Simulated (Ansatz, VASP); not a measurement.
One calculation of AlCr2C, two programs

```
Al Cr C
1.0
     2.81303    0.00000    0.00000
    -1.40651    2.43616    0.00000
     0.00000    0.00000   12.59255
Al Cr C
2 4 2
Direct
  0.66667 0.33333 0.25000
  0.33333 0.66667 0.75000
  0.33333 0.66667 0.41570
  0.66667 0.33333 0.91570
  0.66667 0.33333 0.58430
  0.33333 0.66667 0.08430
  0.00000 0.00000 0.50000
  0.00000 0.00000 0.00000
```

Alike in both runs: functional PBEsol; k mesh 15 × 15 × 4; occupations gaussian, width 0.1 eV; no spin polarisation.

Ansatz relaxed the structure, and its values are those at the end. VASP's run is a single point on that final structure, the one shown.

|  | VASP | Ansatz |
| --- | --- | --- |
| version | VASP 6.6.1 | Ansatz 0.2.0 |
| potentials or method | VASP PAW PBE potentials, release 64 (Al, Cr_pv, C) | scalar-relativistic, plane waves, PAW |
| plane-wave cutoff (eV) | 520 | 420 |
| valence electrons in the cell | 62 | 70 |

|  | VASP | Ansatz | Ansatz less VASP |
| --- | --- | --- | --- |
| gap on the k mesh at the Fermi level (eV) | none | none | - |
| pressure (GPa) | 0.1 | 0.0 | -0.14 |
| rms of the force components (eV/Å) | 0.013 | 0.000 | -0.0131 |

A gap of «none» marks a metal or a gap that the smearing closes. With one functional, cell and mesh, what is left measures potentials, basis and numerics. The two sets of potentials don't hold the same shells in valence.

Caveats: the PAW data sets were made with another functional, which shifts forces and pressure a little (VASP). Spin polarisation is off, so any magnetic state and its effect on volume and gap are missing.
